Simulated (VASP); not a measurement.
# NiO (Fm-3m) in VASP: settings compared, part 2 of 2

VASP 6.6.1. Earlier steps stand in the parts before.

**4. Single point, PBE, collinear spin, ferromagnetic start**

The input, INCAR:

```
PREC = Accurate
ENCUT = 520
EDIFF = 1E-7
ISMEAR = 0
SIGMA = 0.022
LREAL = F
LASPH = T
NELM = 100
ALGO = Normal
ISIF = 2
LWAVE = F
LCHARG = F
ISPIN = 2
MAGMOM = 1 0
LORBIT = 11
LMAXMIX = 4
GGA = PE
NBANDS = 19
```

The input, KPOINTS:

```
regular mesh
0
Gamma
  11 11 11
```

The input, POSCAR:

```
NiO
1.0
    0.0000000000      2.0859016414      2.0859016414
    2.0859016414      0.0000000000      2.0859016414
    2.0859016414      2.0859016414      0.0000000000
Ni O
1 1
Direct
    0.0000000000      0.0000000000      0.0000000000
    0.5000000000      0.5000000000      0.5000000000
```

Potentials or basis: VASP PAW PBE potentials, release 64 (Ni, O).

Command:

```
$ cat potpaw_PBE.64/Ni/POTCAR potpaw_PBE.64/O/POTCAR > POTCAR
$ mpirun -np 1 vasp_std > vasp.out
```

OUTCAR:

```text
PREC = Accurate
   ENCUT = 520
   EDIFF = 1E-7
   ISMEAR = 0
   LREAL = F
   LASPH = T
   NELM = 100
   ISIF = 2
   ISPIN = 2
   LORBIT = 11
   GGA = PE

 ion  position               nearest neighbor table
   1  0.000  0.000  0.000-   2 2.09   2 2.09   2 2.09   2 2.09   2 2.09   2 2.09
   2  0.500  0.500  0.500-   1 2.09   1 2.09   1 2.09   1 2.09   1 2.09   1 2.09

  LATTYP: Found a face centered cubic cell.
 ALAT       =     4.1718032828

  Lattice vectors:

 A1 = (   0.0000000000,   2.0859016414,   2.0859016414)
[... 1272 lines left out ...]
  external PRESSURE =      60.4109665 kB  Pullay stress =       0.0000000 kB

 VOLUME and BASIS-vectors are now :
 -----------------------------------------------------------------------------
  energy-cutoff  :      520.00
  volume of cell :       18.15
      direct lattice vectors                 reciprocal lattice vectors
     0.000000000  2.085901641  2.085901641    -0.239704495  0.239704495  0.239704495
     2.085901641  0.000000000  2.085901641     0.239704495 -0.239704495  0.239704495
     2.085901641  2.085901641  0.000000000     0.239704495  0.239704495 -0.239704495

 POSITION                                       TOTAL-FORCE (eV/Angst)
 -----------------------------------------------------------------------------------
      0.00000      0.00000      0.00000         0.000000     -0.000000      0.000000
      2.08590      2.08590      2.08590        -0.000000      0.000000     -0.000000
 -----------------------------------------------------------------------------------
    total drift:                                0.000000     -0.000000     -0.000000

  FREE ENERGIE OF THE ION-ELECTRON SYSTEM (eV)
  ---------------------------------------------------
  free  energy   TOTEN  =       -11.4672339833 eV

  energy  without entropy=      -11.4669296882  energy(sigma->0) =      -11.46708184

 total charge

# of ion       s       p       d       tot
------------------------------------------
    1        0.334   0.408   8.246   8.988
    2        1.556   3.428   0.000   4.984
--------------------------------------------------
tot          1.890   3.836   8.246  13.972

 magnetization (x)

# of ion       s       p       d       tot
------------------------------------------
    1        0.012   0.015   1.428   1.454
    2        0.028   0.245   0.000   0.274
--------------------------------------------------
tot          0.040   0.261   1.428   1.728
```

OSZICAR:

```text
N       E                     dE             d eps       ncg     rms          rms(c)
DAV:   1     0.839827967777E+02    0.83983E+02   -0.70111E+03  4536   0.103E+03
DAV:   2    -0.848940687814E+01   -0.92472E+02   -0.80726E+02  4371   0.235E+02
DAV:   3    -0.135851768467E+02   -0.50958E+01   -0.47912E+01  4888   0.554E+01
DAV:   4    -0.136317581896E+02   -0.46581E-01   -0.46528E-01  4699   0.520E+00
DAV:   5    -0.136324983886E+02   -0.74020E-03   -0.74012E-03  4895   0.645E-01    0.140E+01
DAV:   6    -0.128102637424E+02    0.82223E+00   -0.10944E+01  5583   0.571E+01    0.164E+01
DAV:   7    -0.114864451105E+02    0.13238E+01   -0.44824E+00  5437   0.472E+01    0.592E+00
DAV:   8    -0.114528400654E+02    0.33605E-01   -0.20992E-01  5568   0.798E+00    0.333E+00
DAV:   9    -0.114638758386E+02   -0.11036E-01   -0.36064E-02  5955   0.307E+00    0.108E+00
DAV:  10    -0.114666758171E+02   -0.28000E-02   -0.71107E-03  5926   0.101E+00    0.435E-01
DAV:  11    -0.114670131187E+02   -0.33730E-03   -0.12786E-03  5659   0.894E-01    0.271E-01
DAV:  12    -0.114669500916E+02    0.63027E-04   -0.23508E-03  5881   0.115E+00    0.289E-01
DAV:  13    -0.114671950547E+02   -0.24496E-03   -0.81910E-04  5596   0.641E-01    0.483E-02
DAV:  14    -0.114671913069E+02    0.37478E-05   -0.13490E-04  5723   0.138E-01    0.613E-02
DAV:  15    -0.114672165482E+02   -0.25241E-04   -0.10472E-05  5427   0.702E-02    0.511E-02
DAV:  16    -0.114672333742E+02   -0.16826E-04   -0.26689E-05  5621   0.134E-01    0.455E-03
DAV:  17    -0.114672339720E+02   -0.59778E-06   -0.37680E-06  4606   0.154E-02    0.278E-03
DAV:  18    -0.114672339833E+02   -0.11251E-07   -0.76840E-08  3077   0.288E-03
   1 F= -.11467234E+02 E0= -.11467082E+02  d E =-.304295E-03  mag=     1.7721
```

Run time: 32 s. Hardware: 1 thread of AMD EPYC 9R45 (Zen 5), shared host; peak memory 0.13 GiB.

Results:

```yaml
Free_energy: -11.4672 eV
Pressure: 6.0 GPa
Band_gap_on_the_k_mesh: none (metal or under the smearing width)
Net_moment: 1.77 μB per cell
Site_moments: Ni +1.45; O +0.27 μB
Valence_electrons_inside_the_program's_atomic_spheres: Ni 8.99; O 4.98
```

Caveat: a cell with one magnetic atom can't hold antiferromagnetic order, which such compounds often take; semilocal functionals often make such compounds metallic where correlation or magnetic order opens a gap, which also shifts bond lengths.

**5. Atomic charges, LDA, collinear spin, ferromagnetic start**

The input, INCAR:

```
PREC = Accurate
ENCUT = 520
EDIFF = 1E-6
ISMEAR = 0
SIGMA = 0.02
LREAL = False
LASPH = True
NELM = 100
ALGO = Fast
ISIF = 2
LWAVE = False
LCHARG = False
ISPIN = 2
MAGMOM = 1 0
LORBIT = 11
LMAXMIX = 4
```

The input, KPOINTS:

```
Automatic mesh
0
Gamma
  11 11 11
```

POSCAR is that of step 4.

Potentials or basis: VASP PAW LDA potentials, release 64 (Ni, O).

Command:

```
$ cat potpaw_LDA.64/Ni/POTCAR potpaw_LDA.64/O/POTCAR > POTCAR
$ mpirun -np 1 vasp_std > vasp.out
```

Run time: 20 s. Hardware: 1 thread of Intel Xeon 6975P-C (Granite Rapids), shared host; peak memory 0.14 GiB.

It converged, with:

| Quantity | Value |
| --- | --- |
| Free energy | -13.2889 eV |
| Pressure | -19.7 GPa |
| Band gap on the k mesh | none (metal or under the smearing width) |
| Net moment | 0.36 μB per cell |
| Site moments | Ni +0.30; O +0.05 μB |
| Valence electrons inside the program's atomic spheres | Ni 9.09; O 4.90 |

Levels at points of the mesh, in eV from the Fermi level:
Spin up:
| k point | band 5 | band 6 | band 7 | band 8 | band 9 | band 10 | band 11 | band 12 |
| --- | --- | --- | --- | --- | --- | --- | --- | --- |
| (0.00, 0.00, 0.00) | -1.91 | -1.91 | -1.91 | -1.82 | -1.82 | 1.70 | 17.78 | 19.04 |
Spin down:
| k point | band 5 | band 6 | band 7 | band 8 | band 9 | band 10 | band 11 | band 12 |
| --- | --- | --- | --- | --- | --- | --- | --- | --- |
| (0.00, 0.00, 0.00) | -1.71 | -1.71 | -1.71 | -1.43 | -1.43 | 1.77 | 17.79 | 19.10 |

Caveat: so large a pressure means that the cell lies far from this level's equilibrium, or that cutoff or potentials fall short; semilocal functionals often make such compounds metallic where correlation or magnetic order opens a gap, which also shifts bond lengths.

**6. The reference run**

An earlier run on the cell as given: functional PBEsol; potentials or basis VASP PAW PBE potentials, release 64 (Ni, O); cutoff 520 eV; k mesh 11 × 11 × 11; occupations fermi-dirac, width 0.05 eV; collinear spin, ferromagnetic start; starting moments [1.0, 0.0] μB.

* Pressure: -7.6 GPa
* Band gap on the k mesh: none (metal or under the smearing width)
* Net moment: 1.34 μB per cell
* Site moments: Ni +1.12; O +0.19 μB
* Valence electrons inside the program's atomic spheres: Ni 9.04; O 4.93

**7. The runs side by side**

| task | level | potentials or basis | cell | smearing | ladder | gap on the mesh (eV) | pressure (GPa) | moment (μB) |
| --- | --- | --- | --- | --- | --- | --- | --- | --- |
| single point | PBE | VASP PAW PBE potentials, release 64 (Ni_pv, O) | atoms moved at random, drawn with an rms of 0.05 Å | fermi-dirac 0.1 eV | - | none | 3.9 | 1.66 |
| single point | PBE | VASP PAW PBE potentials, release 64 (Ni, O) | as given | gaussian 0.02 eV | - | none | 6.1 | 1.77 |
| single point | PBE | VASP PAW PBE potentials, release 64 (Ni, O) | as given | gaussian 0.022 eV | - | none | 6.0 | 1.77 |
| atomic charges | LDA | VASP PAW LDA potentials, release 64 (Ni, O) | as given | gaussian 0.02 eV | - | none | -19.7 | 0.36 |
| single point | PBEsol | VASP PAW PBE potentials, release 64 (Ni, O) | as given | fermi-dirac 0.05 eV | free | none | -7.6 | 1.34 |

Alike in all rows: spin collinear, ferromagnetic start; k mesh 11 × 11 × 11; cutoff (eV) 520.

Caveats: semilocal functionals often make such compounds metallic where correlation or magnetic order opens a gap, which also shifts bond lengths; a cell with one magnetic atom can't hold antiferromagnetic order, which such compounds often take (some runs); so large a pressure means that the cell lies far from this level's equilibrium, or that cutoff or potentials fall short (some runs); the PAW data sets were made with another functional, which shifts forces and pressure a little (some runs).

Absolute energies hang on the potentials; compare differences alone.

**8. How close it comes**

Step 3. The gap isn't set beside the deposited one, since this odd mesh misses points on the zone boundary.

Step 4. The gap isn't set beside the deposited one, since this odd mesh misses points on the zone boundary.

Step 5. The gap isn't set beside the deposited one, since this odd mesh misses points on the zone boundary.
